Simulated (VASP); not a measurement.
# CdS (Greenockite) (P6_3mc) in VASP: further runs

One crystal, CdS (Greenockite), is run at these levels: PBE, PBEsol; tasks: relaxation of cell and atoms.

Program: VASP 6.6.1. These are calculated values, not measurements. Logs are shortened: lines on timing, memory, paths and dates and some standing lists are left out, and cuts for length are marked.

**1. The crystal as given**

Symmetry: P6_3mc, No. 186, hexagonal system. The conventional cell has a = 4.200 Å, b = 4.200 Å, c = 6.845 Å, α = 90.00°, β = 90.00°, γ = 120.00°. Around Cd (site symmetry 3m) lie 4 S at 2.57 Å. S (site symmetry 3m) has 4 Cd at 2.57 Å as nearest neighbours.

**2. Relaxation of cell and atoms, PBE**

INCAR

```
SYSTEM = CdS
  ALGO = Normal
  EDIFF = 1E-7
  EDIFFG = -0.005
  ENCUT = 600
  GGA = PE
  IBRION = 2
  ISIF = 3
  ISMEAR = 0
  KPAR = 2
  LASPH = .TRUE.
  LCHARG = .FALSE.
  LREAL = .FALSE.
  LWAVE = .FALSE.
  NELM = 80
  NSW = 90
  PREC = Accurate
  SIGMA = 0.03
```

KPOINTS

```
k-points
0
G
  9 9 4
  0 0 0
```

POSCAR

```
CdS                                     
1.0
    4.1997547478      0.0000000000      0.0000000000
   -2.0998773739      3.6370943013     -0.0000000000
   -0.0000000000      0.0000000000      6.8450968208
  Cd              S             
     2     2
Direct
     0.3333333332999970    0.6666666667000030    0.9995209023227444
     0.6666666667000030    0.3333333332999970    0.4995209023227444
     0.3333333332999970    0.6666666667000030    0.3754790976772556
     0.6666666667000030    0.3333333332999970    0.8754790976772556
```

Potentials or basis: VASP PAW PBE potentials, release 64 (Cd, S).

Launch:

```sh
cat potpaw_PBE.64/Cd/POTCAR potpaw_PBE.64/S/POTCAR > POTCAR
mpirun -np 2 vasp_std > vasp.out
```

OUTCAR:

```text
SYSTEM = CdS
   EDIFF = 1E-7
   EDIFFG = -0.005
   ENCUT = 600
   GGA = PE
   IBRION = 2
   ISIF = 3
   ISMEAR = 0
   LASPH = .TRUE.
   LREAL = .FALSE.
   NELM = 80
   NSW = 90
   PREC = Accurate

 ion  position               nearest neighbor table
   1  0.333  0.667  1.000-   4 2.57   4 2.57   4 2.57   3 2.57
   2  0.667  0.333  0.500-   3 2.57   3 2.57   3 2.57   4 2.57
   3  0.333  0.667  0.375-   2 2.57   2 2.57   2 2.57   1 2.57
   4  0.667  0.333  0.875-   1 2.57   1 2.57   1 2.57   2 2.57

  LATTYP: Found a hexagonal cell.
 ALAT       =     4.1997547478
 C/A-ratio  =     1.6298801315

  Lattice vectors:

 A1 = (   4.1997547478,   0.0000000000,   0.0000000000)
 A2 = (  -2.0998773739,   3.6370943013,   0.0000000000)
 A3 = (   0.0000000000,   0.0000000000,   6.8450968208)

Analysis of symmetry for initial positions (statically):
=====================================================================
 Subroutine PRICEL returns:
 Original cell was already a primitive cell.

 Routine SETGRP: Setting up the symmetry group for a
 hexagonal supercell.

 Subroutine GETGRP returns: Found 12 space group operations
 (whereof  6 operations were pure point group operations)
 out of a pool of 24 trial point group operations.

The static configuration has the point symmetry C_3v.
 The point group associated with its full space group is C_6v.

Analysis of symmetry for dynamics (positions and initial velocities):
=====================================================================
 Subroutine PRICEL returns:
 Original cell was already a primitive cell.

 Routine SETGRP: Setting up the symmetry group for a
 hexagonal supercell.

 Subroutine GETGRP returns: Found 12 space group operations
 (whereof  6 operations were pure point group operations)
 out of a pool of 24 trial point group operations.

The dynamic configuration has the point symmetry C_3v.
 The point group associated with its full space group is C_6v.

 Subroutine INISYM returns: Found 12 space group operations
 (whereof  6 operations are pure point group operations),
 and found     1 'primitive' translations

----------------------------------------------------------------------------------------

                                     Primitive cell

  volume of cell :     104.5582

  direct lattice vectors                    reciprocal lattice vectors
     4.199754748  0.000000000  0.000000000     0.238109142  0.137472377  0.000000000
    -2.099877374  3.637094301  0.000000000     0.000000000  0.274944755  0.000000000
     0.000000000  0.000000000  6.845096821     0.000000000  0.000000000  0.146089972

  length of vectors
     4.199754748  4.199754748  6.845096821     0.274944755  0.274944755  0.146089972

  position of ions in fractional coordinates (direct lattice)
     0.333333333  0.666666667  0.999520902
     0.666666667  0.333333333  0.499520902
     0.333333333  0.666666667  0.375479098
     0.666666667  0.333333333  0.875479098

  ion indices of the primitive-cell ions
   primitive index   ion index
                 1           1
                 2           2
                 3           3
                 4           4

----------------------------------------------------------------------------------------

 KPOINTS: k-points

Automatic generation of k-mesh.
 Grid dimensions read from file:
 generate k-points for:    9    9    4

 Generating k-lattice:

  Cartesian coordinates                     Fractional coordinates (reciprocal lattice)
     0.026456571  0.015274709  0.000000000     0.111111111  0.000000000  0.000000000
     0.000000000  0.030549417  0.000000000     0.000000000  0.111111111  0.000000000
     0.000000000  0.000000000  0.036522493     0.000000000  0.000000000  0.250000000

  Length of vectors
     0.030549417  0.030549417  0.036522493

  Shift w.r.t. Gamma in fractional coordinates (k-lattice)
     0.000000000  0.000000000  0.000000000

 Subroutine IBZKPT returns following result:
 ===========================================

 Found     36 irreducible k-points:

 Following reciprocal coordinates:
            Coordinates               Weight
  0.000000  0.000000  0.000000      1.000000
  0.111111  0.000000  0.000000      6.000000
  0.222222  0.000000  0.000000      6.000000
  0.333333 -0.000000  0.000000      6.000000
  0.444444  0.000000  0.000000      6.000000
  0.111111  0.111111  0.000000      6.000000
[... 16 lines left out ...]
  0.333333  0.222222  0.250000     24.000000
  0.333333  0.333333  0.250000      4.000000
 [... further k-points ...]
   k-points           NKPTS =     36   k-points in BZ     NKDIM =     36   number of bands    NBANDS=     22
   number of dos      NEDOS =    301   number of ions     NIONS =      4
   total plane-waves  NPLWV =  72576
   dimension x,y,z NGX =    36 NGY =   36 NGZ =   56
   dimension x,y,z NGXF=    72 NGYF=   72 NGZF=  112
   ions per type =               2   2
   NGX,Y,Z   is equivalent  to a cutoff of  14.25, 14.25, 13.60 a.u.
   NGXF,Y,Z  is equivalent  to a cutoff of  28.50, 28.50, 27.20 a.u.
 SYSTEM =  CdS
   PREC   = accura    normal or accurate (medium, high low for compatibility)
   ISTART =      0    job   : 0-new  1-cont  2-samecut
   ICHARG =      2    charge: 1-file 2-atom 10-const
   ISPIN  =      1    spin polarized calculation?
   LNONCOLLINEAR =      F non collinear calculations
   LSORBIT =      F    spin-orbit coupling
   LASPH  =      T    aspherical Exc in radial PAW
   ENCUT  =  600.0 eV  44.10 Ry    6.64 a.u.   8.39  8.39 13.67*2*pi/ulx,y,z
   NELM   =     80;   NELMIN=  2; NELMDL= -5     # of ELM steps
   EDIFF  = 0.1E-06   stopping-criterion for ELM
   LREAL  =      F    real-space projection
   EDIFFG = -.5E-02   stopping-criterion for IOM
   NSW    =     90    number of steps for IOM
   IBRION =      2    ionic relax: 0-MD 1-quasi-New 2-CG
   NFREE  =      1    steps in history (QN), initial steepest desc. (CG)
   ISIF   =      3    stress and relaxation
   ISYM   =      2    0-nonsym 1-usesym 2-fastsym
   POTIM  = 0.5000    time-step for ionic-motion
   TEBEG  =    0.0;   TEEND  =   0.0 temperature during run
   PSTRESS=    0.0 pullay stress
   NELECT =      36.0000    total number of electrons
   NUPDOWN=      -1.0000    fix difference up-down
   EMIN   =  10.00;   EMAX   =-10.00  energy-range for DOS
   EFERMI =   0.00;   METHOD = LEGACY
   ISMEAR =     0;   SIGMA  =   0.03  broadening in eV -4-tet -1-fermi 0-gaus
   EFERMI_NEDOS =   21; number of points for ismear=-14 and -15
   IALGO  =     38    algorithm
   IMIX   =      4    mixing-type and parameters
     AMIX     =   0.40;   BMIX     =  1.00
     AMIX_MAG =   1.60;   BMIX_MAG =  1.00
  volume/ion in A,a.u.               =      26.14       176.40
  Fermi-wavevector in a.u.,A,eV,Ry     =   1.147421  2.168312 17.913104  1.316576
  Thomas-Fermi vector in A             =   2.284101
   LORBIT       =      0    0 simple, 1 ext, 2 COOP (PROOUT), +10 PAW based schemes
   GGA     = PE    functional components
   LHFCALC =     F    Hartree Fock is set to
   AEXX    =    0.0000 exact exchange contribution
   IVDW    =     0    specifies the selected vdW correction
   LEPSILON=     F    determine dielectric tensor
   LRPA    =     F    only Hartree local field effects (RPA)
 conjugate gradient relaxation of ions
 non-spin polarized calculation
 Gauss-broadening in eV      SIGMA  =   0.03
  energy-cutoff  :      600.00
  volume of cell :      104.56
 maximum number of plane-waves:      3544
 NGX is ok and might be reduce to    36
   NGX = 17   NGY = 17   NGZ = 27

--------------------------------------- Ionic step        1  -------------------------------------------

 number of electron      36.0000005 magnetization

 Free energy of the ion-electron system (eV)
  ---------------------------------------------------
  ext. energy  EPLUGINS =         0.00000000
  ---------------------------------------------------
  free energy    TOTEN  =       -12.29974711 eV

  energy without entropy =      -12.29974711  energy(sigma->0) =      -12.29974711

------------------------ aborting loop because EDIFF is reached ----------------------------------------

  FORCE on cell =-STRESS in cart. coord.  units (eV):
  Direction    XX          YY          ZZ          XY          YZ          ZX
  --------------------------------------------------------------------------------------
  -------------------------------------------------------------------------------------
  Total        0.0346720      0.0346720      0.0228329      0.0000000      0.0000000      0.0000000
  in kB        0.5312899      0.5312899      0.3498763      0.0000000      0.0000000      0.0000000
  external PRESSURE =       0.4708187 kB  Pullay stress =       0.0000000 kB
[... 99 lines left out ...]
  energy  without entropy=      -12.2997704108  energy(sigma->0) =      -12.29977041

--------------------------------------- Ionic step        4  -------------------------------------------

 number of electron      36.0000006 magnetization

 Free energy of the ion-electron system (eV)
  ---------------------------------------------------
  ext. energy  EPLUGINS =         0.00000000
  ---------------------------------------------------
  free energy    TOTEN  =       -12.29977831 eV

  energy without entropy =      -12.29977831  energy(sigma->0) =      -12.29977831

 E-fermi :   0.9934     XC(G=0):  -8.8963

 val. band max:        0.8726318600   @ k =   0.0000   0.0000   0.0000
 cond. band min:       1.9716946374   @ k =   0.0000   0.0000   0.0000
 fundamental gap:      1.0990627773
 Fermi energy:         0.9934065092

 k-point     1 :       0.0000    0.0000    0.0000
  band No.  band energies     occupation
      1     -11.1889      2.00000
      2     -10.8062      2.00000
      3      -6.6640      2.00000
      4      -6.6566      2.00000
      5      -6.6566      2.00000
      6      -6.5831      2.00000
[... 574 lines left out ...]
      6      -6.4128      2.00000
[... 14 lines left out ...]
     21       6.0349      0.00000
     22       7.5476      0.00000

 [... further k-points ...]

------------------------ aborting loop because EDIFF is reached ----------------------------------------

  FORCE on cell =-STRESS in cart. coord.  units (eV):
  Direction    XX          YY          ZZ          XY          YZ          ZX
  --------------------------------------------------------------------------------------
  -------------------------------------------------------------------------------------
  Total       -0.0002628     -0.0002628     -0.0146922      0.0000000      0.0000000      0.0000000
  in kB       -0.0040220     -0.0040220     -0.2248897      0.0000000      0.0000000      0.0000000
  external PRESSURE =      -0.0776446 kB  Pullay stress =       0.0000000 kB
[... 19 lines left out ...]
  FREE ENERGIE OF THE ION-ELECTRON SYSTEM (eV)
  ---------------------------------------------------
  free  energy   TOTEN  =       -12.2997783135 eV

  energy  without entropy=      -12.2997783135  energy(sigma->0) =      -12.29977831

 reached required accuracy - stopping structural energy minimisation
```

Run time: 62 s. Hardware: 2 MPI ranks of Intel Xeon 6975P-C (Granite Rapids), shared host; peak memory 0.3 GiB.

What came out:

```
Free energy                            : -12.2998 eV
Relaxed volume                         : 26.17 Å³/atom
Relaxed cell                           : a = 4.202 Å, b = 4.202 Å, c = 6.846 Å, α = 90.00°, β = 90.00°, γ = 120.00°
Space group after relaxing (to 0.05 Å) : P6_3mc (No. 186)
Energy gained by relaxing              : 0.0 meV/atom
Ionic steps                            : 4
Pressure after relaxing                : 0.0 GPa
Largest force after relaxing           : 0.005 eV/Å
Band gap on the k mesh                 : 1.10 eV, direct
```

Forces in eV/Å, atoms in the order of the input:
```
Cd   0.000  0.000 -0.005
Cd   0.000  0.000 -0.005
S    0.000  0.000  0.005
S    0.000  0.000  0.005
```

Final structure:
```
Cd S
1.0
     4.20180    0.00000    0.00000
    -2.10090    3.63887    0.00000
     0.00000    0.00000    6.84585
Cd S
2 2
Cartesian
  0.0000 2.4259 6.8419
  2.1009 1.2130 3.4190
  0.0000 2.4259 2.5711
  2.1009 1.2130 5.9940
```

**3. Relaxation of cell and atoms, PBEsol**

This run uses another cell than the first one, of 25.12 Å³/atom, 0.961 times its volume.

INCAR

```
SYSTEM = CdS
PREC     = Accurate       ! precision mode
ENCUT    = 600            ! plane-wave cutoff, eV
EDIFF    = 1E-6           ! SCF threshold, eV
ISMEAR   = 0              ! smearing method
SIGMA    = 0.03           ! smearing width, eV
LREAL    = .FALSE.        ! projectors in reciprocal space
LASPH    = .TRUE.         ! aspherical terms in the spheres
NELM     = 80             ! most SCF steps
ALGO     = Normal         ! electronic algorithm
ISIF     = 3              ! what is computed and relaxed
LWAVE    = .FALSE.        ! write WAVECAR
LCHARG   = .FALSE.        ! write CHGCAR
GGA      = PS             ! functional
IBRION   = 2              ! ionic algorithm
NSW      = 90             ! ionic steps
EDIFFG   = -0.01          ! ionic threshold
KPAR     = 2
```

KPOINTS

```
regular mesh
0
G
  9 9 4
  0 0 0
```

POSCAR

```
CdS
1.0
    4.1500000000      0.0000000000      0.0000000000
   -2.0750000000      3.5940054257      0.0000000000
    0.0000000000      0.0000000000      6.7370000000
Cd S
2 2
Direct
    0.3333333333      0.6666666667      0.0000000000
    0.6666666667      0.3333333333      0.5000000000
    0.3333333333      0.6666666667      0.3750000000
    0.6666666667      0.3333333333      0.8750000000
```

Potentials or basis: VASP PAW PBE potentials, release 64 (Cd, S).

Launch:

```sh
cat potpaw_PBE.64/Cd/POTCAR potpaw_PBE.64/S/POTCAR > POTCAR
mpirun -np 2 vasp_std > vasp.out
```

Run time: 51 s. Hardware: 2 MPI ranks of AMD EPYC 9R45 (Zen 5), shared host; peak memory 0.28 GiB.

Results (log left out):

| Quantity | Value |
| --- | --- |
| Free energy | -13.6343 eV |
| Relaxed volume | 24.85 Å³/atom |
| Relaxed cell | a = 4.129 Å, b = 4.129 Å, c = 6.732 Å, α = 90.00°, β = 90.00°, γ = 120.00° |
| Space group after relaxing (to 0.05 Å) | P6_3mc (No. 186) |
| Energy gained by relaxing | 0.8 meV/atom |
| Ionic steps | 3 |
| Pressure after relaxing | 0.0 GPa |
| Largest force after relaxing | 0.005 eV/Å |
| Band gap on the k mesh | 1.08 eV, direct |

Forces on the atoms (eV/Å):
```
Cd   0.000  0.000 -0.005
Cd   0.000  0.000 -0.005
S    0.000  0.000  0.005
S    0.000  0.000  0.005
```

The path:
```
step  energy change (eV)  largest force (eV/Å)  pressure (GPa)  volume (Å³)
   1              0.0000                0.0669           -0.50       100.48
   2             -0.0032                0.0018            0.05        99.34
   3             -0.0032                0.0054            0.00        99.40
```

Final structure:
```yaml
crystal:
  lattice:
    - [4.12919, 0.00000, 0.00000]
    - [-2.06459, 3.57598, 0.00000]
    - [0.00000, 0.00000, 6.73190]
  atoms:
    - { symbol: Cd, position: [0.33333, 0.66667, 0.99955] }
    - { symbol: Cd, position: [0.66667, 0.33333, 0.49955] }
    - { symbol: S, position: [0.33333, 0.66667, 0.37545] }
    - { symbol: S, position: [0.66667, 0.33333, 0.87545] }
```

Levels at points of the mesh, in eV from the valence-band top:
```csv
k point,band 16,band 17,band 18,band 19,band 20,band 21
"(0.00, 0.00, 0.00)",-0.05,0.00,0.00,1.08,2.69,6.39
"(0.00, 0.00, 0.50)",-0.40,-0.40,-0.40,2.75,2.75,6.06
```

Caveat: the PAW data sets were made with another functional, which shifts forces and pressure a little.

(Part 1 of 2 ends here.)
